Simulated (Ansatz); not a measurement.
# C: what SCF settings change, part 2 of 2

Aim: run C with the default SCF settings, then change one group of settings at a time and see what moves: the number of iterations, the state or the numbers. The cell (2 atoms) is C in its experimental structure (space group Fd-3m). Source: COD entry 9012302.

Ansatz 0.2.0; DFT r2SCAN, PAW, plane waves, scalar-relativistic.

## Step 8: Iteration limit 8

Input file input.yaml:

```yaml
crystal:
  lattice:
    - [0.0, 1.78344, 1.78344]
    - [1.78344, 0.0, 1.78344]
    - [1.78344, 1.78344, 0.0]
  atoms:
    - { symbol: C, position: [0.5, 0.5, 0.5] }
    - { symbol: C, position: [0.75, 0.75, 0.75] }
hamiltonian:
  xc: r2scan
  pseudopotentials: { kind: paw }
basis:
  ecutwfc: 500
kpoints:
  mp_grid: { grid: [12, 12, 12] }
scf:
  occupations: { method: fermi_dirac, width: 0.1 }
  lower_state_search: "off"
  max_iter: 8
output:
  forces: true
  stress: true
```

Launch:

```bash
ansatz run input.yaml --threads 2 --pin off --max-ram 5120MiB --backend cpu --events-out ev --progress --plain --runs-dir out
```

Log, cut to the lines that bear on the results:

```text
[... 22 lines as in an earlier run ...]
SCF iter   1: F=-503.109346 eV  HF=-503.055274 eV  |F-HF|=5.41e-2  |Δ(HF+E_count)|=         —  Δρ=8.85e-3  dr2=2.39e-3  dr2_τ=3.81e-1  ethr=1.77e-3  ⟨swp⟩=4.7  Hψ=3814  notcnv=0
[...]
SCF iter   6: F=-503.111040 eV  HF=-503.111040 eV  |F-HF|=7.40e-10  |Δ(HF+E_count)|=   1.69e-7  Δρ=5.10e-6  dr2=8.32e-10  dr2_τ=1.24e-10  ethr=1.25e-9  ⟨swp⟩=4.2  Hψ=1739  notcnv=0
[...]
SCF converged after 6 iterations
Free energy (F): -503.111040 eV
[...]
E sigma→0 (E₀):  -503.111040 eV
Fermi energy:    15.428079 eV
[... 26 lines left out: energy terms, forces, stress ...]
```

Run time: 0.69 s. Hardware: 2 threads of Arm Neoverse V2, shared host; peak memory 0.28 GiB.

6 iterations, as in the default run; the same free energy.

## Step 9: Fermi–Dirac width 0.003 eV, no switch to direct minimisation

input.yaml: that of step 8 with these lines changed.

```diff
@@ -16,5 +16,7 @@
 scf:
-  occupations: { method: fermi_dirac, width: 0.1 }
+  occupations: { method: fermi_dirac, width: 0.003 }
   lower_state_search: "off"
-  max_iter: 8
+  algorithm: density_mixing
+  max_iter: 50
+  mixing: {}
 output:
```

Launch:

```bash
ansatz run input.yaml --threads 2 --pin off --max-ram 5120MiB --backend cpu --events-out ev --progress --plain --runs-dir out
```

Log, cut to the lines that bear on the results:

```text
[... 22 lines as in an earlier run ...]
SCF iter   1: F=-503.109345 eV  HF=-503.055274 eV  |F-HF|=5.41e-2  |Δ(HF+E_count)|=         —  Δρ=8.85e-3  dr2=2.39e-3  dr2_τ=3.81e-1  ethr=1.77e-3  ⟨swp⟩=5.5  Hψ=4054  notcnv=0
[...]
SCF iter   6: F=-503.111040 eV  HF=-503.111040 eV  |F-HF|=7.92e-10  |Δ(HF+E_count)|=   1.72e-7  Δρ=5.34e-6  dr2=9.21e-10  dr2_τ=1.34e-10  ethr=1.25e-9  ⟨swp⟩=4.2  Hψ=1740  notcnv=0
[...]
SCF converged after 6 iterations
Free energy (F): -503.111040 eV
[...]
E sigma→0 (E₀):  -503.111040 eV
Fermi energy:    15.471252 eV
[...]
--- Forces (eV/Å), atoms counted from 1 ---
  atom   1  C      0.00000000     0.00000000    -0.00000000
  atom   2  C      0.00000000    -0.00000000     0.00000000
[...]
--- Stress (GPa, compression-positive) ---
       -2.472896       0.000000       0.000000
        0.000000      -2.472896       0.000000
       -0.000000       0.000000      -2.472896
  P = ⅓ Tr σ = -2.4729 GPa (-24.729 kbar)
```

Wall time 0.71 s (2 threads of Arm Neoverse V2, shared host); peak memory 0.28 GiB.

The count stays at 6. Against the default run: free energy unchanged, zero-width estimate unchanged.

## Step 10: Fermi–Dirac width 0.001 eV, no switch to direct minimisation

input.yaml: that of step 9 with these lines changed.

```diff
@@ -16,3 +16,3 @@
 scf:
-  occupations: { method: fermi_dirac, width: 0.003 }
+  occupations: { method: fermi_dirac, width: 0.001 }
   lower_state_search: "off"
```

Launch:

```bash
ansatz run input.yaml --threads 2 --pin off --max-ram 5120MiB --backend cpu --events-out ev --progress --plain --runs-dir out
```

Log, cut to the lines that bear on the results:

```text
[... 22 lines as in an earlier run ...]
SCF iter   1: F=-503.109345 eV  HF=-503.055274 eV  |F-HF|=5.41e-2  |Δ(HF+E_count)|=         —  Δρ=8.85e-3  dr2=2.39e-3  dr2_τ=3.81e-1  ethr=1.77e-3  ⟨swp⟩=5.5  Hψ=4054  notcnv=0
[...]
SCF iter   6: F=-503.111040 eV  HF=-503.111040 eV  |F-HF|=7.92e-10  |Δ(HF+E_count)|=   1.72e-7  Δρ=5.34e-6  dr2=9.21e-10  dr2_τ=1.34e-10  ethr=1.25e-9  ⟨swp⟩=4.2  Hψ=1740  notcnv=0
[...]
SCF converged after 6 iterations
Free energy (F): -503.111040 eV
[...]
E sigma→0 (E₀):  -503.111040 eV
Fermi energy:    15.471946 eV
[...]
--- Forces (eV/Å), atoms counted from 1 ---
  atom   1  C     -0.00000000    -0.00000000     0.00000000
  atom   2  C      0.00000000    -0.00000000    -0.00000000
[...]
--- Stress (GPa, compression-positive) ---
       -2.472896       0.000000       0.000000
       -0.000000      -2.472896       0.000000
       -0.000000       0.000000      -2.472896
  P = ⅓ Tr σ = -2.4729 GPa (-24.729 kbar)
```

It took 0.71 s on 2 threads of Arm Neoverse V2, shared host; peak memory 0.28 GiB.

The count stays at 6. Against the default run: free energy unchanged, zero-width estimate unchanged.

## Step 11: Fixed occupations

input.yaml: that of step 10 with these lines changed.

```diff
@@ -16,7 +16,5 @@
 scf:
-  occupations: { method: fermi_dirac, width: 0.001 }
+  occupations: { method: fixed }
   lower_state_search: "off"
-  algorithm: density_mixing
   max_iter: 50
-  mixing: {}
 output:
```

Launch:

```bash
ansatz run input.yaml --threads 2 --pin off --max-ram 5120MiB --backend cpu --events-out ev --progress --plain --runs-dir out
```

Log, cut to the lines that bear on the results:

```text
[... 22 lines as in an earlier run ...]
SCF iter   1: F=-503.109341 eV  HF=-503.055272 eV  |F-HF|=5.41e-2  |Δ(HF+E_count)|=         —  Δρ=8.87e-3  dr2=2.40e-3  dr2_τ=3.81e-1  ethr=1.77e-3  ⟨swp⟩=4.1  Hψ=3490  notcnv=0  defer=97
[...]
SCF iter   6: F=-503.111040 eV  HF=-503.111040 eV  |F-HF|=1.06e-9  |Δ(HF+E_count)|=   1.77e-7  Δρ=6.36e-6  dr2=1.33e-9  dr2_τ=1.97e-10  ethr=1.25e-9  ⟨swp⟩=4.2  Hψ=1740  notcnv=0
[...]
SCF converged after 6 iterations
Free energy (F): -503.111040 eV
[...]
E sigma→0 (E₀):  -503.111040 eV
Fermi energy:    13.286285 eV
[...]
--- Forces (eV/Å), atoms counted from 1 ---
  atom   1  C     -0.00000000     0.00000000     0.00000000
  atom   2  C      0.00000000    -0.00000000    -0.00000000
[...]
--- Stress (GPa, compression-positive) ---
       -2.473066      -0.000000      -0.000000
       -0.000000      -2.473066      -0.000000
        0.000000       0.000000      -2.473066
  P = ⅓ Tr σ = -2.4731 GPa (-24.731 kbar)
```

Wall time 0.67 s (2 threads of Arm Neoverse V2, shared host); peak memory 0.28 GiB.

6 iterations, as in the default run; free energy unchanged, zero-width estimate unchanged.

## Step 12: Broyden, β 0.9, history 4, no preconditioner

input.yaml: that of step 11 with these lines changed.

```diff
@@ -16,5 +16,7 @@
 scf:
-  occupations: { method: fixed }
+  occupations: { method: fermi_dirac, width: 0.1 }
   lower_state_search: "off"
+  algorithm: density_mixing
   max_iter: 50
+  mixing: { algorithm: broyden, ndim: 4, beta: 0.9, preconditioner: none }
 output:
```

Launch:

```bash
ansatz run input.yaml --threads 2 --pin off --max-ram 5120MiB --backend cpu --events-out ev --progress --plain --runs-dir out
```

Log, cut to the lines that bear on the results:

```text
[... 22 lines as in an earlier run ...]
SCF iter   1: F=-503.109346 eV  HF=-503.055274 eV  |F-HF|=5.41e-2  |Δ(HF+E_count)|=         —  Δρ=8.85e-3  dr2=2.39e-3  dr2_τ=3.81e-1  ethr=1.77e-3  ⟨swp⟩=4.7  Hψ=3814  notcnv=0
SCF iter   2: F=-503.111036 eV  HF=-503.110973 eV  |F-HF|=6.31e-5  |Δ(HF+E_count)|=   5.57e-2  Δρ=2.04e-3  dr2=1.46e-4  dr2_τ=1.22e-5  ethr=2.98e-5  ⟨swp⟩=2.0  Hψ=1728  notcnv=0  κ⁻¹=1.0e0(r=1)
SCF iter   3: F=-503.111040 eV  HF=-503.111040 eV  |F-HF|=1.40e-7  |Δ(HF+E_count)|=   6.69e-5  Δρ=5.35e-5  dr2=1.53e-7  dr2_τ=6.02e-8  ethr=1.83e-6  ⟨swp⟩=1.1  Hψ=606  notcnv=0  κ⁻¹=4.0e-4(r=2)
SCF iter   4: F=-503.111040 eV  HF=-503.111040 eV  |F-HF|=3.09e-9  |Δ(HF+E_count)|=   1.21e-7  Δρ=1.70e-5  dr2=1.48e-8  dr2_τ=3.11e-9  ethr=1.25e-9  ⟨swp⟩=4.8  Hψ=1837  notcnv=0
SCF 1 converged in 4 iterations: F = -503.111040 eV  dr2 = 1.48e-8
SCF converged after 4 iterations
[... 1 line as in an earlier run ...]
Free energy (F): -503.111040 eV
Harris-Foulkes:  -503.111040 eV  (|F-HF|=3.09e-9)
Internal energy: -503.111040 eV  (E = F + TS)
E sigma→0 (E₀):  -503.111040 eV
Fermi energy:    15.428170 eV
[... 26 lines left out: energy terms, forces, stress ...]
```

Wall time 0.61 s (2 threads of Arm Neoverse V2, shared host); peak memory 0.28 GiB.

Compared with step 2: the same free energy; 4 iterations in place of 6.

## Step 13: Comparison

```tsv
step	settings	iterations	time	against the default run
2	default SCF settings	6	0.68 s	reference
3	Fermi–Dirac smearing, width 0.15 eV	6	0.69 s	free energy unchanged, zero-width estimate unchanged
4	1 band beyond the filled ones	6	0.65 s	the same free energy
5	Fermi–Dirac width 0.01 eV, no switch to direct minimisation	6	0.69 s	free energy unchanged, zero-width estimate unchanged
6	cold smearing, width 0.15 eV	6	0.66 s	free energy unchanged, zero-width estimate unchanged
7	Broyden, β 0.9, history 2, no preconditioner	4	0.61 s	the same free energy
8	iteration limit 8	6	0.69 s	the same free energy
9	Fermi–Dirac width 0.003 eV, no switch to direct minimisation	6	0.71 s	free energy unchanged, zero-width estimate unchanged
10	Fermi–Dirac width 0.001 eV, no switch to direct minimisation	6	0.71 s	free energy unchanged, zero-width estimate unchanged
11	fixed occupations	6	0.67 s	free energy unchanged, zero-width estimate unchanged
12	Broyden, β 0.9, history 4, no preconditioner	4	0.61 s	the same free energy
```

Decimal logarithm of the largest residual (eV) by iteration, counted through all cycles of a run (8 of the 11 runs):

```tsv
iteration	step 2	step 3	step 4	step 5	step 6	step 7	step 8	step 9
1	-0.4	-0.4	-0.4	-0.4	-0.4	-0.4	-0.4	-0.4
2	-3.0	-3.0	-3.0	-3.0	-3.0	-3.8	-3.0	-3.0
3	-3.9	-3.9	-4.0	-3.9	-3.9	-6.8	-3.9	-3.9
4	-5.3	-5.3	-5.3	-5.3	-5.3	-7.8	-5.3	-5.3
5	-6.5	-6.5	-6.6	-6.5	-6.6	-	-6.5	-6.5
6	-9.1	-9.1	-9.1	-9.0	-9.1	-	-9.1	-9.0
```

## Step 14: Outcome

This closing draws on all 2 parts.

```
                                                   quantity                                              value
                                                default run  6 iterations, with a gap of 4.37 eV on the k-mesh
       fewest iterations to that state among the runs shown   4 (Broyden, β 0.9, history 2, no preconditioner)
                                      most iterations to it                              6 (iteration limit 8)
runs that end in another state, among changes of path alone                                                  0
```

In words: 5 runs solve the same problem and reach the default's state, in 4 to 6 iterations: there the settings change the path, not the answer. Counts include iterations that the program adds to test a close, so a difference of one or two ranks nothing. The starting density is a sum of atomic densities corrected by a trained network, so it is already close to self-consistency.
